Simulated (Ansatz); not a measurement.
# GaN: the cost of one run

Program: Ansatz 0.2.0. Level of theory: DFT PBE, scalar-relativistic, plane waves, PAW. These are calculated values, not measurements.

The COD entry's cell or inner coordinates are ideal or old and differ from later refinements, so a difference from it is no clean test against experiment.

22 further runs of the same task are left out: 22 set aside as unsound or not needed.

**1. The system as given**

The structure is hexagonal, space group P6_3mc (No. 186). The conventional cell has a = 3.180 Å, b = 3.180 Å, c = 5.166 Å, α = 90.00°, β = 90.00°, γ = 120.00°. Around Ga (site symmetry 3m) lie 4 N at 1.94 to 1.95 Å. Around N (site symmetry 3m) lie 4 Ga at 1.94 to 1.95 Å.

As a file:

```cif
data_structure
_symmetry_space_group_name_H-M 'P 1'
_symmetry_Int_Tables_number 1
_cell_length_a 3.1800
_cell_length_b 3.1800
_cell_length_c 5.1660
_cell_angle_alpha 90.000
_cell_angle_beta 90.000
_cell_angle_gamma 120.000
_cell_volume 45.24
loop_
_atom_site_label
_atom_site_type_symbol
_atom_site_fract_x
_atom_site_fract_y
_atom_site_fract_z
_atom_site_occupancy
Ga1 Ga 0.33333 0.66667 0.00000 1
Ga2 Ga 0.66667 0.33333 0.50000 1
N1 N 0.33333 0.66667 0.37500 1
N2 N 0.66667 0.33333 0.87500 1
```

Source of the structure: the Crystallography Open Database.

**7. Plan of the scan**

The energy is mapped over two normal modes frozen in (zone-centre modes of the cell shown, which folds in the wave vector (0, 1/2, 0) of the primitive cell).

First coordinate, amplitude of mode 11 (302 cm⁻¹), largest displacement: 11 values from −0.080 Å. Second coordinate, amplitude of mode 13 (501 cm⁻¹), largest displacement: 11 values from −0.098 Å.

Nothing else is relaxed (the cell and all other modes fixed). Energies count from the relaxed high-symmetry cell. Points are written as (first, second).

Displacement patterns for an amplitude of 1 (Å):

| atom | x1 | y1 | z1 | x2 | y2 | z2 |
| --- | --- | --- | --- | --- | --- | --- |
| Ga1 | 0.000 | 0.934 | 0.358 | 0.000 | 0.000 | -0.201 |
| Ga2 | 0.000 | -0.934 | -0.358 | 0.000 | 0.000 | -0.201 |
| Ga3 | 0.000 | 0.934 | -0.358 | 0.000 | 0.000 | -0.201 |
| Ga4 | 0.000 | -0.934 | 0.358 | 0.000 | 0.000 | -0.201 |
| N5 | 0.000 | 0.158 | -0.155 | 0.000 | 0.001 | 1.000 |
| N6 | 0.000 | -0.158 | 0.155 | 0.000 | 0.001 | 1.000 |
| N7 | 0.000 | 0.158 | 0.155 | 0.000 | -0.001 | 1.000 |
| N8 | 0.000 | -0.158 | -0.155 | 0.000 | -0.001 | 1.000 |

(The set-up runs are not shown.)

**8. Point (−0.048 Å, 0.059 Å)**

input.yaml

```yaml
crystal:
  lattice:
    - [-3.2185392732, 0.0, 0.0]
    - [0.0, 0.0, -5.2433778863]
    - [1.0e-10, -5.5746735474, 0.0]
  atoms:
    - { symbol: Ga, position: [0.5, 0.0063924375, 0.1747050732] }
    - { symbol: Ga, position: [0.0, -0.0001599905, 0.6586249308] }
    - { symbol: Ga, position: [0.0, 0.4998400095, 0.3413750692] }
    - { symbol: Ga, position: [0.5, 0.5063924375, 0.8252949268] }
    - { symbol: "N", position: [0.5, 0.6115006639, 0.16801525] }
    - { symbol: "N", position: [0.0, 0.6143443387, 0.6652969815] }
    - { symbol: "N", position: [0.0, 0.1143443387, 0.3347030185] }
    - { symbol: "N", position: [0.5, 0.1115006639, 0.83198475] }
basis:
  ecutwfc: 520.0
kpoints:
  mp_grid: { grid: [8, 6, 6] }
hamiltonian:
  xc: pbe
  pseudopotentials: { kind: paw, azcp: { folder: soft_1 } }
scf:
  occupations: { method: gaussian, width: 0.05 }
output:
  forces: true
  stress: true
  eigenvalues: true
```

On the command line:

```console
> ansatz run input.yaml --threads 4 --pin off --max-ram 8192MiB --backend cpu --events-out ev --progress --plain --runs-dir out
```

What time and memory should one allow on 4 threads of Arm Neoverse V2, shared host?

About 11 s, with a peak of 0.59 GiB.
